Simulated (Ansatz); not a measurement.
Runs of Ansatz 0.2.0 on CoO. The structure is trigonal, space group R-3m (No. 166). The conventional cell has a = 3.011 Å, b = 3.011 Å, c = 7.320 Å, α = 90.00°, β = 90.00°, γ = 120.00°. Around Co (site symmetry -3m) lie 6 O at 2.12 Å. O (site symmetry -3m) is surrounded by 6 Co at 2.12 Å. The cell is a database's computed one.

```tsv
spin	fixed moment (μB)	k mesh	gap on the mesh (eV)	pressure (GPa)	moment (μB)
collinear, ferromagnetic start	3.0	9 × 9 × 9	-	(b)	3.00
collinear, ferromagnetic start	-	11 × 11 × 11	none	(a)	2.94
collinear, ferromagnetic start	1.5	9 × 9 × 9	-	-21.1	1.50
off	-	11 × 11 × 11	none	-27.0	-
collinear, ferromagnetic start	4.0	9 × 9 × 9	-	15.8	4.00
```

Alike in all rows: task single point; level PBEsol; potentials or basis Ansatz PAW; cell as given; cutoff (eV) 420; smearing fermi-dirac 0.05 eV.

Q: Estimate the missing entries.

A: (a) -9.1; (b) -8.5.

Caveats: the PAW data sets come from PBE, with cores solved anew for the run's functional, which leaves a small shift of forces and pressure; a cell with one magnetic atom can't hold antiferromagnetic order, which such compounds often take (some runs); the total moment is fixed, so each spin has its own Fermi level (some runs); the thresholds are loose for stress (some runs); semilocal functionals often make such compounds metallic where correlation or magnetic order opens a gap, which also shifts bond lengths (some runs); an odd number of electrons without spin polarisation forces a metal (some runs); a magnetic or distorted state may lie lower (some runs).

A gap of «none» marks a metal or a gap under the smearing width.
